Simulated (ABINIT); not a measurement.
The system is NaF (Villiaumite).

```
Na F
1.0
     0.00000    2.32000    2.32000
     2.32000    0.00000    2.32000
     2.32000    2.32000    0.00000
Na F
1 1
Cartesian
  0.0000 0.0000 0.0000
  2.3200 2.3200 2.3200
```

Program: ABINIT 10.8.3 (patched build). Alike in all runs: task band structure; no spin polarisation; cell as given; k mesh 10 × 10 × 10; smearing fermi-dirac 0.05 eV.

Question: Order these runs on this cell by their band gap on the k mesh, lowest first.
A. level PBEsol; potentials or basis PseudoDojo NC SR PBEsol v0.4.1 standard; cutoff (eV) 1197
B. level LDA; potentials or basis JTH PAW LDA v2.0; cutoff (eV) 1088; fine-grid cutoff 1687.11 eV
C. level TB-mBJ; potentials or basis JTH PAW LDA v2.0; cutoff (eV) 1306; fine-grid cutoff 1959.22 eV
D. level r2SCAN; potentials or basis JTH PAW PBE v2.0; cutoff (eV) 1306; fine-grid cutoff 1959.22 eV

Answer: B (5.93 eV), A (6.18 eV), D (7.10 eV), C (11.09 eV).

Caveats: the constant c of TB-mBJ comes from the pseudo density here, which moves gaps by up to 0.3 eV between sets of potentials (some runs).

